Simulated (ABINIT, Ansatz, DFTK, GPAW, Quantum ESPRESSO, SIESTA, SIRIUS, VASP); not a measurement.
# KCl: 8 runs at one level of theory

```
CELL_PARAMETERS angstrom
0.00000 3.14647 3.14647
3.14647 0.00000 3.14647
3.14647 3.14647 0.00000
ATOMIC_POSITIONS crystal
K 0.00000 0.00000 0.00000
Cl 0.50000 0.50000 0.50000
```

Alike in all runs: task single point; functional PBEsol; k mesh 7 × 7 × 7; occupations fermi-dirac, width 0.05 eV; no spin polarisation; no spin-orbit coupling. Pressure is positive in compression and, in plane waves, holds the error of the finite cutoff.

| program and potentials | plane-wave cutoff (eV) | notes | pressure (GPa) |
| --- | --- | --- | --- |
| VASP, PBE PAW files Cl, K_sv, 520 eV | 520 | potentials made for PBE | -0.37 |
| Quantum ESPRESSO, GBRV 1.5 PBEsol | 612 | - | -0.60 |
| GPAW, PAW data sets generated for this functional | 600 | - | -0.48 |
| ABINIT, PseudoDojo NC SR PBEsol v0.4.1 standard | 1007 | - | -0.42 |
| SIESTA, files PseudoDojo sr-pbesol-0.4.1-standard, DZP (energy shift 0.003 Ry; two zetas on semicore shells; d shell added on K) | - | atomic basis | -0.47 |
| DFTK, PseudoDojo SR PBEsol 0.4.1 standard (PBEsol) | 1007 | - | -0.42 |
| Ansatz, all-electron LAPW, scalar-relativistic | - | - | -0.41 |
| SIRIUS, PseudoDojo 0.4.1 PBEsol standard (scalar relativistic) | 1030 | - | -0.42 |

The pressure spans -0.60 (Quantum ESPRESSO, GBRV 1.5 PBEsol) to -0.37 GPa (VASP, PBE PAW files Cl, K_sv, 520 eV), with all-electron results at -0.41. Rows in atomic bases carry the error of their basis and grid, which can be large.

Differences between rows come from potentials, basis sets and numerical settings, since the functional is the same but for its coding. Runs on potential files found faulty are left out.
